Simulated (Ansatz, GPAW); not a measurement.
This is a calculation of CdSe for GPAW 26.7.0 (ASE script). The cell is a database's computed one, not the measured one.

run.py

```python
from ase.dft.bandgap import bandgap
from ase.io import read, write
from ase.units import GPa
from gpaw import GPAW, PW

atoms = read('CdSe.xyz')

calc = GPAW(mode=PW(600),
            xc='PBE',
            kpts={'size': (8, 8, 8), 'gamma': True},
            occupations={'name': 'methfessel-paxton', 'order': 0, 'width': 0.012},
            nbands=18,
            convergence={'density': 1e-05, 'energy': 1e-05},
            maxiter=150,
            txt='gpaw.txt')
atoms.calc = calc
energy = atoms.get_potential_energy()
forces = atoms.get_forces()
stress = atoms.get_stress()
calc.write('gs.gpw')
write('result.traj', atoms)
print(f'Energy: {energy:.6f} eV')
print('Forces (eV/A):')
print(forces.round(4))
print('Stress (GPa):', (stress / GPa).round(3))
print('Fermi level:', round(calc.get_fermi_level(), 4), 'eV')
print(f'Gap: {bandgap(calc)[0]:.4f} eV, direct: {bandgap(calc, direct=True)[0]:.4f} eV')
```

The input CdSe.xyz:

```xyz
2
Lattice="0.0000000000 3.0702711986 3.0702711986 3.0702711986 0.0000000000 3.0702711986 3.0702711986 3.0702711986 0.0000000000" Properties=species:S:1:pos:R:3 pbc="T T T"
Cd     0.0000000000      0.0000000000      0.0000000000
Se     1.5351355993      1.5351355993      1.5351355993
```

Potentials or basis: GPAW PAW data sets (gpaw-data 1.2.1), pw.

Launch:

```bash
$ OMP_NUM_THREADS=1 python run.py
```

Problem. What does the same run look like in Ansatz 0.2.0? Potentials or basis there: all-electron LAPW, scalar-relativistic.

Solution. As run (cutoffs and basis follow the program's own potentials, and thresholds, step limits or extra output files can differ):

input.yaml

```yaml
crystal:
  lattice:
    - [0.0, 3.0702711986, 3.0702711986]
    - [3.0702711986, 0.0, 3.0702711986]
    - [3.0702711986, 3.0702711986, 0.0]
  atoms:
    - { symbol: Cd, position: [0.0, 0.0, 0.0] }
    - { symbol: Se, position: [0.25, 0.25, 0.25] }
kpoints:
  mp_grid: { grid: [8, 8, 8] }
scf:
  occupations: { method: gaussian, width: 0.012 }
hamiltonian:
  xc: pbe
  pseudopotentials: { kind: all_electron, lapw: { basis_error: 0.001 } }
output:
  forces: true
  stress: true
  eigenvalues: true
```

Potentials or basis: all-electron LAPW, scalar-relativistic.

Run with:

```sh
$ ansatz run input.yaml --threads 1 --pin off --max-ram 3072MiB --backend cpu --events-out ev --progress --plain --runs-dir out
```

Both were run:

|  | GPAW | Ansatz |
| --- | --- | --- |
| Pressure | 1.1 GPa | 1.3 GPa |

Where Ansatz's input types no cutoff or centring, it takes its own default and a Γ-centred mesh.

Pressure is positive in compression.
